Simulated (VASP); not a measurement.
# Ta: relaxation of cell and atoms with PBE+D3(BJ)

Crystal: Ta.

```
CELL_PARAMETERS angstrom
0.00000 2.08008 2.08008
2.08008 0.00000 2.08008
2.08008 2.08008 0.00000
ATOMIC_POSITIONS crystal
Ta 0.00000 0.00000 0.00000
```

This isn't the form of Ta at room conditions, which is bcc.

```json
{
  "Program": "VASP 6.6.1",
  "Task": "relaxation of cell and atoms",
  "Functional": "PBE",
  "Dispersion": "D3(BJ)",
  "Potentials or basis": "VASP PAW PBE potentials, release 64 (Ta_pv)",
  "Cutoff": "600 eV",
  "k mesh": "18 × 18 × 18",
  "Occupations": "gaussian, width 0.1 eV",
  "Spin": "no spin polarisation",
  "Further INCAR settings": "ALGO = Normal; EDIFF = 1e-07; IBRION = 2; EDIFFG = -0.005; NSW = 90; ISIF = 3"
}
```

```
Relaxed volume                         : 18.29 Å³/atom
Relaxed cell                           : a = 2.957 Å, b = 2.957 Å, c = 2.957 Å, α = 60.00°, β = 60.00°, γ = 60.00°
Space group after relaxing (to 0.05 Å) : Fm-3m (No. 225)
Energy gained by relaxing              : 2.9 meV/atom
Ionic steps                            : 3
Pressure after relaxing                : 0.0 GPa
Band gap on the k mesh                 : none (metal or under the smearing width)
Dispersion energy per atom             : -0.652 eV
```

The path:
```tsv
step	energy change (eV)	largest force (eV/Å)	pressure (GPa)	volume (Å³)
1	0.0000	0.0000	3.27	18.00
2	0.0124	0.0000	-6.91	18.97
3	-0.0029	0.0000	-0.03	18.29
```

Final structure:
```
Ta
1.0
     0.00000    2.09122    2.09122
     2.09122    0.00000    2.09122
     2.09122    2.09122    0.00000
Ta
1
Direct
  0.00000 0.00000 0.00000
```

Levels at points of the mesh, in eV from the Fermi level:
```tsv
k point	band 3	band 4	band 5	band 6	band 7	band 8
(0.00, 0.00, 0.00)	-33.54	-8.25	0.43	0.43	0.43	3.54
(0.50, 0.00, 0.00)	-33.68	-4.73	0.19	0.19	0.76	5.96
(0.50, 0.50, 0.00)	-33.94	-4.55	-3.48	3.03	5.95	6.68
```

Wall time 19 s on 1 thread of Intel(R) Xeon(R) 6975P-C (Granite Rapids) (shared host), peak memory 0.2 GiB.

Caveat: pairwise dispersion overbinds metals, which lowers pressure and volume. The run has no spin-orbit coupling, so splittings on Ta are missing.
